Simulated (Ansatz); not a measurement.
**One structure, 3 elements: TiO2, TiS2, TiTe2**

Plane-wave DFT in Ansatz with scalar-relativistic PAW potentials, cutoff 420 eV, Γ-centred meshes chosen by cell and gap, Gaussian smearing with energies taken to zero width. Every cell was relaxed (cell and atoms) in a run of its own, within the symmetry of its start. Functional: PBEsol.

All members share space group P-3m1 and the same sites; only the element on one set of sites changes (O, S, Te). Members needn't be the stable form of their composition. Energies over the elements, where given, are against the elements' standard states in the same functional (H₂, N₂, O₂ and halogens uncorrected, Hg as a solid). The first member:

Space group P-3m1 (No. 164). a = 2.958 Å, b = 2.958 Å, c = 5.044 Å, α = 90.00°, β = 90.00°, γ = 120.00°
| atom | site | symmetry | x | y | z |
| --- | --- | --- | --- | --- | --- |
| Ti | 1a | -3m. | 0.0000 | 0.0000 | 0.0000 |
| O | 2d | 3m. | 0.6667 | 0.3333 | 0.8096 |

| compound | V (Å³/atom) | a (Å) | c (Å) | gap on mesh (eV) | energy over elements (eV/atom) |
| --- | --- | --- | --- | --- | --- |
| TiO2 | 12.74 | 2.958 | 5.044 | 2.68 | -2.985 |
| TiTe2 | 25.42 | 3.696 | 6.445 | 0.00 | -0.720 |

Question: Predict the member with S.

Answer: V (Å³/atom) 18.30, a (Å) 3.351, c (Å) 5.643, gap on mesh (eV) 0.00, energy over elements (eV/atom) -1.356. Interpolating linearly in period between O and Te would give 16.97 Å³/atom (7.3 % too small), with -2.230 eV/atom over the elements. Over the whole series the volume grows at each step down the group; a gap opens only for O (gaps under about 0.1 eV aren't resolved; a zero can be real, or an error of the semilocal functional, which closes small gaps); binding against the elements weakens. Less electronegative, larger anions gain less from charge transfer and lattice energy, in line with the weaker binding.

Spin-orbit coupling is left out, which matters for the bands of heavy elements. Each cell of TiO2, TiS2 holds layers, and where no dispersion correction was added their binding is poorly described.